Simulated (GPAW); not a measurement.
MoSe2:

```
Mo Se
1.0
     3.28800    0.00000    0.00000
    -1.64400    2.84749    0.00000
     0.00000    0.00000   12.90000
Mo Se
2 4
Direct
  0.66667 0.33333 0.75000
  0.33333 0.66667 0.25000
  0.66667 0.33333 0.37500
  0.33333 0.66667 0.87500
  0.66667 0.33333 0.12500
  0.33333 0.66667 0.62500
```

- Program: GPAW 26.7.0
- Task: relaxation of cell and atoms
- Functional: mBEEF
- Potentials or basis: GPAW PAW data sets (gpaw-data 1.2.1)
- Cutoff: 600 eV
- Basis: pw
- k mesh: 6 × 6 × 2
- Occupations: fermi-dirac, width 0.05 eV
- Spin: no spin polarisation

At the start: pressure 4.3 GPa; volume 20.13 Å³/atom.

Task: Where does the relaxation end?

Result: Over 14 steps the energy falls by 31.1 meV/atom and the volume is 22.89 Å³/atom (+13.7 %); space group P6_3/mmc (No. 194, to 0.05 Å).

Step by step:
```
step  energy change (eV)  largest force (eV/Å)  pressure (GPa)  volume (Å³)
   1              0.0000                0.3888            4.28       120.78
   2             -0.0204                0.1999            3.24       121.24
   3             -0.0420                0.1785            1.09       122.42
   4             -0.0460                0.2200            0.77       122.77
   5             -0.0752                0.3717           -0.87       125.62
   6             -0.1033                0.3608           -1.72       128.82
   7             -0.1320                0.1621           -1.76       132.75
   8             -0.1405                0.0049           -1.24       134.02
   9             -0.1459                0.1053           -0.74       134.28
  10             -0.1561                0.2233            0.10       134.32
  11             -0.1689                0.2608            0.79       134.44
  12             -0.1805                0.1666            0.89       135.15
  13             -0.1855                0.0428            0.41       136.41
  14             -0.1866                0.0043            0.07       137.33
```

Final structure:
```cif
data_structure
_symmetry_space_group_name_H-M 'P 1'
_symmetry_Int_Tables_number 1
_cell_length_a 3.2957
_cell_length_b 3.2957
_cell_length_c 14.5998
_cell_angle_alpha 90.000
_cell_angle_beta 90.000
_cell_angle_gamma 120.000
_cell_volume 137.33
loop_
_atom_site_label
_atom_site_type_symbol
_atom_site_fract_x
_atom_site_fract_y
_atom_site_fract_z
_atom_site_occupancy
Mo1 Mo 0.66667 0.33333 0.75000 1
Mo2 Mo 0.33333 0.66667 0.25000 1
Se1 Se 0.66667 0.33333 0.36245 1
Se2 Se 0.33333 0.66667 0.86245 1
Se3 Se 0.66667 0.33333 0.13755 1
Se4 Se 0.33333 0.66667 0.63755 1
```

Caveat: the k mesh is coarse; later steps reuse the first step's grids; the PAW data sets were made with another functional, which shifts forces and pressure a little; the volume moved by +14 % from the deposited cell, more than functionals usually miss.
